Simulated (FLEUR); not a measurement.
Crystal: C.

```
C
1.0
     2.52210    0.00000    0.00000
    -1.26105    2.18420    0.00000
     0.00000    0.00000   12.35570
C
12
Direct
  0.66667 0.33333 0.35417
  0.33333 0.66667 0.85417
  0.66667 0.33333 0.14583
  0.33333 0.66667 0.64583
  0.66667 0.33333 0.47917
  0.33333 0.66667 0.97917
  0.66667 0.33333 0.02083
  0.33333 0.66667 0.52083
  0.00000 0.00000 0.81250
  0.00000 0.00000 0.31250
  0.00000 0.00000 0.68750
  0.00000 0.00000 0.18750
```

This is a hexagonal form of diamond, not graphite.

Base run:

```yaml
Program: FLEUR MaX-R8.1 (later development tree)
Functional: Wigner
Potentials_or_basis: all-electron
Basis: FLAPW
Kmax: 5.33 1/bohr
k_mesh: 12 × 12 × 3
Occupations: fermi-dirac, width 0.05 eV
Spin: no spin polarisation
```

Its results: band gap on the k mesh 4.28 eV, indirect (least direct gap 5.22 eV).

Task: The run is repeated on the same cell with these changes: functional from Wigner to PW91. What comes out?

Result: Band gap on the k mesh 4.43 eV, indirect (least direct gap 5.34 eV).

Not every run made on this cell is shown here.
